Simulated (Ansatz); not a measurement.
Relaxed sheet of ZrS2:

```yaml
crystal:
  lattice:
    - [3.64857, 0.00000, 0.00000]
    - [-1.82428, 3.15975, 0.00000]
    - [0.00000, 0.00000, 31.84151]
  periodic: [true, true, false]
  atoms:
    - { symbol: S, position: [0.66667, 0.33333, 0.45419] }
    - { symbol: Zr, position: [0.00000, 0.00000, 0.50000] }
    - { symbol: S, position: [0.33333, 0.66667, 0.54581] }
```

The calculation used DFT PBE+D3(BJ), scalar-relativistic, plane waves, PAW in Ansatz 0.2.0. Settings: cutoff 420 eV, Γ-centred mesh 9×9×1 on the computed 3-atom cell, Gaussian smearing of 0.02 eV; no spin polarisation. The sheet is isolated along c (Coulomb cut-off).

Atoms relax at each strain; stress is positive in compression. Unstrained: gap 1.13 eV, thickness 2.917 Å.

(1) Which strain in the plane gives ΔE (meV/cell) = 116.7, σxx (N/m) = 4.41, σyy (N/m) = 4.41?

An odd mesh misses points on the zone edge, so a gap read on it can be too wide. Gaps are read on the k points sampled, so a band crossing between them can be missed.

Answers

(1) Biaxial strain of -4 %. Stress that grows in proportion gives ΔE = ½σεA, with A = 11.53 Å² unstrained and both stresses added, so ε is about -3.7 %; positive stress means squeezing. The gap is then 0.56 eV.